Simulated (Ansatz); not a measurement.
Set up this calculation in Ansatz 0.2.0, as the native input.

```
Task                    : density of states
Functional              : PBE
Potentials or basis     : all-electron PAW datasets made for the crystal
Cutoff                  : 340 eV (chosen from the basis error)
k mesh                  : 8 × 8 × 8
Occupations             : cold, width 0.1 eV
Spin                    : collinear spin, ferrimagnetic start
Starting moments        : [0.5, -0.25, 0.0, 0.0] μB
Search for lower states : off
Scf algorithm           : density_mixing
```

InSe:

```xyz
4
Lattice="2.0000 1.1547 8.4400 -2.0000 1.1547 8.4400 0.0000 -2.3094 8.4400" Properties=species:S:1:pos:R:3 pbc="T T T"
In    0.0000    0.0000   22.4994
In    0.0000    0.0000    0.0000
Se    0.0000    0.0000    4.3525
Se    0.0000    0.0000    9.7102
```

These files were run (other wordings do the same):

input.yaml

```yaml
crystal:
  lattice:
    - [2.0, 1.1547005384, 8.44]
    - [-2.0, 1.1547005384, 8.44]
    - [0.0, -2.3094010768, 8.44]
  atoms:
    - { symbol: In, position: [0.8886, 0.8886, 0.8886], spin: 0.5 }
    - { symbol: In, position: [0.0, 0.0, 0.0], spin: -0.25 }
    - { symbol: Se, position: [0.1719, 0.1719, 0.1719] }
    - { symbol: Se, position: [0.3835, 0.3835, 0.3835] }
kpoints:
  mp_grid: { grid: [8, 8, 8] }
scf:
  occupations: { method: cold, width: 0.1 }
  lower_state_search: "off"
  algorithm: density_mixing
hamiltonian:
  xc: pbe
  pseudopotentials: { kind: all_electron, datasets: crystal }
magnetization:
  spin_polarized: true
output:
  forces: true
  stress: true
  eigenvalues: true
  dos: { projected: false, de: 0.1, e_range: [-10, 6] }
```

Potentials or basis: all-electron PAW datasets made for the crystal.

The run is started by

```bash
$ ansatz run input.yaml --threads 2 --pin off --max-ram 6144MiB --backend cpu --events-out ev --progress --plain --runs-dir out
```

Results of the run:

```yaml
Pressure: 2.8 GPa
Largest_force: 0.365 eV/Å
Band_gap_on_the_k_mesh: 0.45 eV, direct
Net_moment: 0.00 μB per cell
Absolute_moment: 0.00 μB per cell
```

Caveat: the program warned that the printed levels may be off, so bands, gaps and densities of states are rough; spin-orbit coupling is left out, which moves the levels of the heavy elements; the starting moments weren't kept.

Wall time 2.2 min on 2 threads of Arm Neoverse V2, on a shared host, peak memory 2.4 GiB.
